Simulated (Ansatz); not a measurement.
The system is ZrH2.

```xyz
3
Lattice="0.0000 2.4092 2.4092 2.4092 0.0000 2.4092 2.4092 2.4092 0.0000" Properties=species:S:1:pos:R:3 pbc="T T T"
Zr    0.0000    0.0000    0.0000
H     1.2046    1.2046    1.2046
H     3.6138    3.6138    3.6138
```

The cell is a database's computed one.

Base run:

| Item | Value |
| --- | --- |
| Program | Ansatz 0.2.0 |
| Functional | PBEsol |
| Potentials or basis | Ansatz PAW |
| Cutoff | 420 eV (not typed: the program's choice for these potentials) |
| k mesh | 10 × 10 × 10 |
| Occupations | fermi-dirac, width 0.05 eV |
| Spin | no spin polarisation |
| Hubbard terms | Zr d U = 8 eV |

Its results: band gap on the k mesh none (metal or under the smearing width); pressure 4.8 GPa.

The run is repeated on the same cell with these changes: hubbard terms from Zr d U = 8 eV to Zr d U = 4 eV. What comes out?

Band gap on the k mesh none (metal or under the smearing width); pressure -1.2 GPa.

Caveats: U without spin polarisation on a metal has little footing; the PAW data sets come from PBE, with cores solved anew for the run's functional, which leaves a small shift of forces and pressure; the U is typed as a test and isn't derived for this compound.
